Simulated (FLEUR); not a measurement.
Here is a FLEUR MaX-R8.1 (later development tree) calculation.

The input inp.xml:

```xml
<?xml version="1.0" encoding="UTF-8" standalone="no"?>
<fleurInput fleurInputVersion="0.39">
   <comment>
      Ge                                                                                                  
   </comment>
   <calculationSetup>
      <cutoffs Kmax="4.71" Gmax="14.6" GmaxXC="14.6" numbands="0"/>
      <scfLoop itmax="60" minDistance="0.00001" maxIterBroyd="15" imix="Anderson" alpha="0.05" precondParam="0.0" spinf="2.0" sdNocoIR="T"/>
      <coreElectrons ctail="T" frcor="F" kcrel="0" coretail_lmax="0"/>
      <xcFunctional name="PBEs" relativisticCorrections="F"/>
      <magnetism jspins="1"/>
      <soc l_soc="F" theta="0.0" phi="0.0" spav="F"/>
      <expertModes spex="0" secvar="F"/>
      <geometryOptimization l_f="T" forcealpha="1.0" forcemix="BFGS" epsdisp="0.0005" epsforce="0.0002"/>
      <ldaU l_linMix="F" mixParam="0.05" spinf="1.0"/>
   </calculationSetup>
   <cell>
      <bzIntegration valenceElectrons="44.0" mode="hist" fermiSmearingEnergy="0.00183747">
         <kPointListSelection listName="default-1"/>
         <!-- k-points included here -->
         <xi:include xmlns:xi="http://www.w3.org/2001/XInclude" href="kpts.xml"> </xi:include>
      </bzIntegration>
      <!-- symmetry operations included here -->
      <xi:include xmlns:xi="http://www.w3.org/2001/XInclude" href="sym.xml"> </xi:include>
      <bulkLattice scale="1.0">
         <bravaisMatrix>
            <row-1>    0.0000000000000000     5.3458651311421859     5.3458651311421859</row-1>
            <row-2>    5.3458651311421859     0.0000000000000000     5.3458651311421859</row-2>
            <row-3>    5.3458651311421859     5.3458651311421859     0.0000000000000000</row-3>
         </bravaisMatrix>
      </bulkLattice>
   </cell>
   <atomSpecies>
      <species name="Germanium (Ge)" element="Ge" atomicNumber="32">
         <mtSphere radius="2.08" gridPoints="707" logIncrement="0.017"/>
         <atomicCutoffs lmax="9" lnonsphr="9"/>
         <electronConfig flipSpins="F">
            <coreConfig>(1s1/2) (2s1/2) (2p1/2) (2p3/2)</coreConfig>
            <valenceConfig>(3s1/2) (3p1/2) (3p3/2) (4s1/2) (3d3/2) (3d5/2) (4p1/2) (4p3/2)</valenceConfig>
            <stateOccupation state="(4p1/2)" spinUp="0.333333" spinDown="0.333333"/>
            <stateOccupation state="(4p3/2)" spinUp="0.666667" spinDown="0.666667"/>
         </electronConfig>
         <energyParameters s="4" p="4" d="3" f="4"/>
         <lo type="SCLO" l="0" n="3" eDeriv="0"/>
         <lo type="SCLO" l="1" n="3" eDeriv="0"/>
         <lo type="SCLO" l="1" n="3" eDeriv="1"/>
         <lo type="HELO" l="2" n="4" eDeriv="0"/>
         <lo type="HELO" l="2" n="4" eDeriv="1"/>
         <lo type="SCLO" l="3" n="4" eDeriv="2"/>
      </species>
   </atomSpecies>
   <atomGroups>
      <atomGroup species="Germanium (Ge)">
         <relPos label="                   1">-3.000/8.000 -3.000/8.000 -3.000/8.000</relPos>
         <relPos label="                   2">3.000/8.000 3.000/8.000 3.000/8.000</relPos>
         <force calculate="T" relaxXYZ="TTT"/>
      </atomGroup>
   </atomGroups>
   <output dos="F" band="F" slice="F">
      <checks vchk="F" cdinf="F"/>
      <bandDOS minEnergy="-.5*Htr" maxEnergy="0.5*Htr" sigma="0.015" storeEVData="T"/>
      <vacuumDOS vacdos="F" integ="F" star="F" nstars="0" locx1="0.0" locy1="0.0" locx2="0.0" locy2="0.0" nstm="0" tworkf="0.0"/>
      <unfoldingBand unfoldBand="F" supercellX="1" supercellY="1" supercellZ="1"/>
      <plotting iplot="0" polar="F">
         <plot TwoD="T" vec1="  1.0  0.0  0.0" vec2="  0.0  1.0  0.0" vec3="  0.0  0.0  1.0" zero="  0.0  0.0  0.0" file="plot"/>
      </plotting>
      <chargeDensitySlicing numkpt="0" minEigenval="0.0" maxEigenval="0.0" nnne="0" pallst="F"/>
      <specialOutput eonly="F"/>
      <moessbauerParams electricFieldGradient="T" isomerShift="T" coreHyperfine="T" valenceHyperfine="T"/>
      <magneticCircularDichroism mcd="F" energyLo="-10.0" energyUp="0.0"/>
   </output>
  <!-- We include the file relax.xml here to enable relaxations (see documentation) -->
  <xi:include xmlns:xi="http://www.w3.org/2001/XInclude" href="relax.xml"> <xi:fallback/> </xi:include>
</fleurInput>
```

crystal.txt

```
Ge
&input cartesian=F /
0.0000000000  2.8289100000  2.8289100000
2.8289100000  0.0000000000  2.8289100000
2.8289100000  2.8289100000  0.0000000000
1.8897261246
1.0 1.0 1.0

2
32 0.7500000000  0.7500000000  0.7500000000
32 0.5000000000  0.5000000000  0.5000000000

&kpt div1=8 div2=8 div3=8 gamma=T /
```

Potentials or basis: all-electron, FLAPW.

Command:

```console
$ inpgen -f crystal.txt -profile fastHighL
$ # inp.xml edited to the form shown
$ fleur_MPI
```

(1) Predict the band gap on the k mesh.

## Answers

(1) none (metal or under the smearing width).

Caveat: this crystal is a semiconductor, whose small gap the functional closes, so the metal is an error of the method.

**What was measured.**

“Electronic and optical properties of SixGe1-x-ySny alloys lattice-matched to Ge”, 2021, arxiv:2109.02782 reports, for a bulk crystal of Ge at 293 K: band gap 0.666 eV (indirect).

Measured gap of Ge: 0.666 eV (indirect; 293 K; “Electronic and optical properties of SixGe1-x-ySny alloys lattice-matched to Ge”, 2021, arxiv:2109.02782). This calculation gives 0.00 eV (-0.67 eV). 3 values of this kind are on record (0.666 to 0.807 eV); this one was drawn at random among those near their median. Spin-orbit coupling on Ge is left out. The value is that of PBEsol on a finite k mesh, which can miss the band edges, without temperature or zero-point motion. Semilocal functionals fall short of measured gaps as a rule.
